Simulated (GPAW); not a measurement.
# B K-edge XANES of BP (F-43m)

Aim: the dependence of the B K near-edge features of BP (F-43m) on volume.

Program: GPAW 26.7.0. Level of theory: X-ray absorption from dipole matrix elements to empty bands, plane-wave PAW LDA. Results are calculated unless marked as measured.

**1. Set-up**

The structure is cubic, space group F-43m (No. 216). The conventional cell has a = 4.538 Å, b = 4.538 Å, c = 4.538 Å, α = 90.00°, β = 90.00°, γ = 90.00°. Nearest to P lie 4 B at 1.97 Å. B has 4 P at 1.97 Å nearest. Farther neighbours are not listed.

Coordinates:

```xyz
2
Lattice="0.0000 2.2690 2.2690 2.2690 0.0000 2.2690 2.2690 2.2690 0.0000" Properties=species:S:1:pos:R:3 pbc="T T T"
P     3.4035    3.4035    3.4035
B     0.0000    0.0000    0.0000
```

**2. Ground state of the crystal**

The ground state comes first: it tells whether the system has a gap, which decides how the excited electron is treated.

File scf.py:

```python
import numpy as np
from ase import Atoms
from ase.parallel import parprint, paropen
from gpaw import GPAW, PW, FermiDirac, Mixer, MixerDif, setup_paths
from gpaw.test import gen
setup_paths.insert(0, '.')
gen('B', name='nch1s', xcname='LDA', corehole=(1, 0, 0), write_xml=True)
from gpaw.mpi import world
world.barrier()

atoms = Atoms('PB',
    cell=[[0, 2.269, 2.269],
     [2.269, 0, 2.269],
     [2.269, 2.269, 0]],
    scaled_positions=[[0.75, 0.75, 0.75],
     [0, 0, 0]],
    pbc=True)
atoms.calc = calc = GPAW(legacy_gpaw=True, mode=PW(430, force_complex_dtype=True), xc='LDA', setups={1: 'nch1s'},
    kpts={'size': (9, 9, 9), 'gamma': True}, occupations=FermiDirac(0.05),
    charge=0, mixer=Mixer(0.1, 5, 50), maxiter=150,
    convergence={'density': 0.0001, 'eigenstates': 1e-6}, txt='scf.txt')
energy = atoms.get_potential_energy() + calc.get_reference_energy()
ef = calc.get_fermi_level()
out = dict(energy=energy, fermi=ef, forces=atoms.get_forces().tolist())
parprint(f'all-electron energy {energy:.4f} eV, Fermi level {ef:.4f} eV')
ev = np.array([[calc.get_eigenvalues(k, s) for k in range(len(calc.get_ibz_k_points()))] for s in range(calc.get_number_of_spins())])
out['homo'], out['lumo'], out['counts'] = ev[ev < ef].max(), ev[ev > ef].min(), sorted(set((ev < ef).sum((0, 2)).tolist()))
out['filled'] = (ev[:, 0] < ef).sum(1).tolist()
import json
with paropen('out.json', 'w') as f:
    json.dump(out, f)
```

On the command line:

```
OMP_NUM_THREADS=1 mpirun -n 4 gpaw python scf.py
```

Numbers of over 12 decimals in the logs are rounded to 6 here.

Output:

```text
Input parameters:
  convergence: {density: 0.0001,
                eigenstates: 1e-06}
  kpts: {gamma: True,
         size: (9, 9, 9)}
  maxiter: 150
  mixer: {backend: pulay,
          beta: 0.1,
          method: separate,
          nmaxold: 5,
          weight: 50}
  mode: {ecut: 430.0,
         force_complex_dtype: True,
         name: pw}
  occupations: {fixmagmom: False,
                name: fermi-dirac,
                width: 0.05}
  setups: {1: nch1s}

Initialize ...

[... PAW data sets ...]

Reference energy: -9935.220094  # eV

Spin-paired calculation

[... convergence settings ...]
Symmetries present (total): 24
  [... symmetry matrices ...]

729 k-points: 9 x 9 x 9 Monkhorst-Pack grid
35 k-points in the irreducible part of the Brillouin zone
       k-points in crystal coordinates                weights
   0:     0.00000000    0.00000000    0.00000000          1/729
   1:     0.11111111    0.11111111    0.00000000          6/729
   2:     0.11111111    0.11111111    0.11111111          8/729
   3:     0.22222222    0.11111111    0.11111111         12/729
   4:     0.22222222    0.22222222    0.00000000          6/729
   5:     0.22222222    0.22222222    0.11111111         24/729
   6:     0.22222222    0.22222222    0.22222222          8/729
   7:     0.33333333    0.22222222    0.11111111         24/729
   8:     0.33333333    0.22222222    0.22222222         24/729
   9:     0.33333333    0.33333333   -0.33333333         12/729
          ...
  34:     0.44444444    0.44444444    0.44444444          8/729

Wave functions: Plane wave expansion
  Cutoff energy: 430.000 eV
  Number of coefficients (min, max): 459, 495
  Pulay-stress correction: 0.000000 eV/Ang^3 (de/decut=0.000000)
  Using FFTW library
  Wavefunction extrapolation:
    Improved wavefunction reuse through dual PAW basis

Occupation numbers: Fermi-Dirac:
  width: 0.0500  # eV

Eigensolver
   Davidson(niter=2)

Densities:
  Coarse grid: 16*16*16 grid
  Fine grid: 32*32*32 grid
  Total Charge: 0.000000

Density mixing:
  Method: separate
  Backend: pulay
  Linear mixing parameter: 0.1
  old densities: 5
  Width of damping distribution: 1.1
  Damping of long wavelength oscillations: 50

[... Hamiltonian set-up ...]
Number of atoms: 2
Number of atomic orbitals: 8
Number of bands in calculation: 8
Number of valence electrons: 8
Bands to converge: occupied

... initialized

Initializing position-dependent things.

Density initialized from atomic densities
Creating initial wave functions:
  8 bands from LCAO basis set

                  P

       B

Atomic positions and initial magnetic moments

Positions:
   0 P      3.403500    3.403500    3.403500    ( 0.0000,  0.0000,  0.0000)
   1 B      0.000000    0.000000    0.000000    ( 0.0000,  0.0000,  0.0000)

Unit cell:
           periodic     x           y           z      points  spacing
  1. axis:    yes    0.000000    2.269000    2.269000    16     0.1638
  2. axis:    yes    2.269000    0.000000    2.269000    16     0.1638
  3. axis:    yes    2.269000    2.269000    0.000000    16     0.1638

  Lengths:   3.208851   3.208851   3.208851
  Angles:   60.000000  60.000000  60.000000

Effective grid spacing dv^(1/3) = 0.1787

iter:   1   -15.057838
iter:   2   -14.821114   -1.60  -0.70
iter:   3   -14.373223   -1.31  -0.77
iter:   4   -14.353268   -2.67  -1.25
iter:   5   -14.352651   -2.21  -1.45
iter:   6   -14.343978   -3.09  -1.66
iter:   7   -14.341835   -3.78  -2.01
iter:   8   -14.341765c  -4.34  -2.68
iter:   9   -14.341769c  -4.91  -3.04
iter:  10   -14.341737c  -5.55  -2.96
iter:  11   -14.341737c  -6.97c -4.08c

Converged after 11 iterations.

Dipole moment: (3.569480, 3.569480, 3.569480) |e|*Ang

Energy contributions relative to reference atoms: (reference = -9935.220094)

Kinetic:        +13.593254
Potential:      -11.799392
External:        +0.000000
XC:             -16.108561
Entropy (-ST):   -0.000000
Local:           -0.027038
SIC:             +0.000000
--------------------------
Free energy:    -14.341737
Extrapolated:   -14.341737

Showing only first 2 kpts
 Kpt  Band  Eigenvalues  Occupancy
  0     2      8.00541    1.99998
  0     3      8.00541    1.99998
  0     4     11.38340    0.00000
  0     5     11.38340    0.00000

  1     2      7.01598    2.00000
  1     3      7.06764    2.00000
  1     4     10.85134    0.00000
  1     5     12.68865    0.00000

Fermi level: 8.58915

Gap: 1.206 eV
Transition (v -> c):
  (s=0, k=0, n=3, [0.00, 0.00, 0.00]) -> (s=0, k=30, n=4, [0.44, 0.44, 0.00])
Direct/indirect transitions are different
Direct gap: 3.378 eV
Transition at: (s=0, k=0, n=3, [0.00, 0.00, 0.00])

Forces in eV/Ang:
  0 P     0.00000    0.00000   -0.00000
  1 B     0.00000    0.00000    0.00000
Scalar-relativistic atomic LDA calculation for B (Boron, Z=5)
Core hole in 1s state (1s occupation: 2.0)
300 radial gridpoints.
|------------------------------------------------|
|------------------------------------------------|
[... the atom generator's iteration count ...]

Energy contributions:
-------------------------
Kinetic:      +24.180604
XC:            -3.523894
Potential:    -45.007336
-------------------------
Total:        -24.350626

state      eigenvalue         ekin         rmax
-----------------------------------------------
1s^2.0 :    -6.565858    10.670813        0.212
2s^2.0 :    -0.344821     1.048488        1.518
2p^1.0 :    -0.136481     0.742001        1.561
-----------------------------------------------
(units: Bohr and Hartree)

Generating PAW setup
Kinetic energy of the core from tauc = 21.348427
Cutoffs:
rc(s)=1.200
rc(p)=1.200
rc(d)=1.200
rc(vbar)=1.080
rc(comp)=1.200
rc(nct)=1.200

Kinetic energy of the core states: 21.341627
Charge: 0.0
Core electrons: 2.0
Valence electrons: 3.0
Pseudo-core charge: 0.117059
Shape function alpha=6.944
Pseudo-electron charge 3.110279
state    eigenvalue         norm
--------------------------------
2s(2) :    -0.344821     1.005361
*s    :     0.655179
2p(1) :    -0.136481     0.982498
*p    :     0.863519
*d    :     0.000000
--------------------------------

Diagonalizing with gridspacing h=0.050

state   all-electron     PAW
-------------------------------
2s:      -0.344821    -0.345234
2p:      -0.136481    -0.136840
*d:                    0.041809
*f:                    0.072211
-------------------------------
all-electron energy -9949.5618 eV, Fermi level 8.5891 eV
```

It took 3.5 s on 4 MPI ranks of Intel Xeon Platinum 8488C (Sapphire Rapids), shared host; peak memory 0.16 GiB.

The mesh shows a gap of 1.21 eV, so the hole is first treated in a charged cell, without the excited electron.

**3. Reference energy of the supercell**

The photon energy needs a difference of total energies, so the cell and mesh of the coming hole run are first run without a hole.

Edit scf.py of step 2 so:

```diff
@@ -10,11 +10,21 @@
 
-atoms = Atoms('PB',
-    cell=[[0, 2.269, 2.269],
-     [2.269, 0, 2.269],
-     [2.269, 2.269, 0]],
-    scaled_positions=[[0.75, 0.75, 0.75],
-     [0, 0, 0]],
+atoms = Atoms('P6B6',
+    cell=[[2.269, 4.538, 2.269],
+     [4.538, -2.269, -2.269],
+     [2.269, 2.269, -4.538]],
+    scaled_positions=[[0.125, 0.375, 0.625],
+     [0.625, 0.54166667, 0.79166667],
+     [0.125, 0.70833333, 0.95833333],
+     [0.625, 0.875, 0.125],
+     [0.125, 0.04166667, 0.29166667],
+     [0.625, 0.20833333, 0.45833333],
+     [0, 0, 0],
+     [0.5, 0.16666667, 0.16666667],
+     [0, 0.33333333, 0.33333333],
+     [0.5, 0.5, 0.5],
+     [0, 0.66666667, 0.66666667],
+     [0.5, 0.83333333, 0.83333333]],
     pbc=True)
-atoms.calc = calc = GPAW(legacy_gpaw=True, mode=PW(430, force_complex_dtype=True), xc='LDA', setups={1: 'nch1s'},
-    kpts={'size': (9, 9, 9), 'gamma': True}, occupations=FermiDirac(0.05),
+atoms.calc = calc = GPAW(legacy_gpaw=True, mode=PW(430, force_complex_dtype=True), xc='LDA', setups={6: 'nch1s'},
+    kpts={'size': (3, 4, 4), 'gamma': True}, occupations=FermiDirac(0.02),
     charge=0, mixer=Mixer(0.1, 5, 50), maxiter=150,
```

Output:

```text
Input parameters:
  convergence: {density: 0.0001,
                eigenstates: 1e-06}
  kpts: {gamma: True,
         size: (3, 4, 4)}
  maxiter: 150
  mixer: {backend: pulay,
          beta: 0.1,
          method: separate,
          nmaxold: 5,
          weight: 50}
  mode: {ecut: 430.0,
         force_complex_dtype: True,
         name: pw}
  occupations: {fixmagmom: False,
                name: fermi-dirac,
[...]
--------------------------------
2s(2) :    -0.344821     1.005361
*s    :     0.655179
2p(1) :    -0.136481     0.982498
*p    :     0.863519
*d    :     0.000000
--------------------------------

Diagonalizing with gridspacing h=0.050

state   all-electron     PAW
-------------------------------
2s:      -0.344821    -0.345234
2p:      -0.136481    -0.136840
*d:                    0.041809
*f:                    0.072211
-------------------------------
all-electron energy -59697.3716 eV, Fermi level 8.6094 eV
[key lines of the parts left out:]
Converged after 17 iterations.
Dipole moment: (-6.215468, -8.986330, -6.215468) |e|*Ang
Free energy:    -86.051028
Fermi level: 8.60939
```

The job ended after 15 s (4 MPI ranks; peak memory 0.23 GiB; 57 s of CPU time).

Reference energy: -59697.372 eV with the cores included.

(Continued in part 2 of 4.)

[Banner, clock and machine lines of the logs are left out without a mark of their own.]

[Logs are printed without paths, hosts, clocks, repeated set-up lines and the standing remarks that a program may print on its own settings, such as how far it seeks lower states.]

[Hosts, paths, dates, database ids (printed as entryN), source tags and the programs' standing remarks are cut or masked in the printed files.]

[Lists of maxima count a maximum above −3 eV only where it reaches 4 % of the highest in the window and stands out from its surroundings by 2 % of it (1.5 % where it reaches 55 %); shoulders and weaker maxima are passed over, and of the rest the first, up to two pre-edge ones and the few strongest are named.]
